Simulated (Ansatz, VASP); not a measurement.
**Ni in VASP and in Ansatz**

```
Ni
1.0
    -1.40192    1.40192    1.40192
     1.40192   -1.40192    1.40192
     1.40192    1.40192   -1.40192
Ni
1
Direct
  0.00000 0.00000 0.00000
```

Change from the starting cell: volume scaled by 1.04.

Alike in both runs: task single point; functional PBE; k mesh 13 × 13 × 13; occupations fermi-dirac, width 0.05 eV; collinear spin, ferromagnetic start.

```csv
,VASP,Ansatz
version,VASP 6.6.1,Ansatz 0.2.0
potentials or method,"VASP PAW PBE potentials, release 64 (Ni)",Ansatz PAW
plane-wave cutoff (eV),520,420
valence electrons in the cell,10,18
```

VASP gave:

```
gap on the k mesh at the Fermi level (eV)                     : none
pressure (GPa)                                                : -0.4
net moment per atom (μB)                                      : 0.59
size of the moment on the site where the two differ most (μB) : 0.60
```

Problem. Which values does Ansatz return?

Solution. gap on the k mesh at the Fermi level (eV): none; pressure (GPa): -0.3; net moment per atom (μB): 0.61; size of the moment on the site where the two differ most (μB): 0.64.

Site moments also hang on the region over which each program counts them. A gap of «none» marks a metal or a gap that the smearing closes. The functional is the same, so the differences come from potentials, cutoffs and numerics. The two sets of potentials don't hold the same shells in valence.
